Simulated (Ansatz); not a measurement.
Nb:

```xyz
1
Lattice="0.0000 2.1150 2.1150 2.1150 0.0000 2.1150 2.1150 2.1150 0.0000" Properties=species:S:1:pos:R:3 pbc="T T T"
Nb    0.0000    0.0000    0.0000
```

This isn't the form of Nb at room conditions, which is bcc.

Program: Ansatz 0.2.0. Alike in all runs: task band structure; potentials or basis Ansatz PAW; cell as given; smearing fermi-dirac 0.05 eV.

Problem. Order these runs on this cell by their pressure, lowest first.
A. level RPBE; spin off; k mesh 11 × 11 × 11; cutoff (eV) 420
B. level BLYP; spin off; k mesh 11 × 11 × 11; cutoff (eV) 420
C. level r2SCAN; spin SOC, no magnetisation; k mesh 8 × 8 × 8; cutoff (eV) 500
D. level PBEsol; spin SOC, no magnetisation; k mesh 8 × 8 × 8; cutoff (eV) 420

Solution. D (-7.3 GPa), C (-2.5 GPa), A (0.9 GPa), B (4.1 GPa).

Caveats: the PAW data sets come from PBE, with cores solved anew for the run's functional, which leaves a small shift of forces and pressure.

Runs at the PBE level aren't shown here.
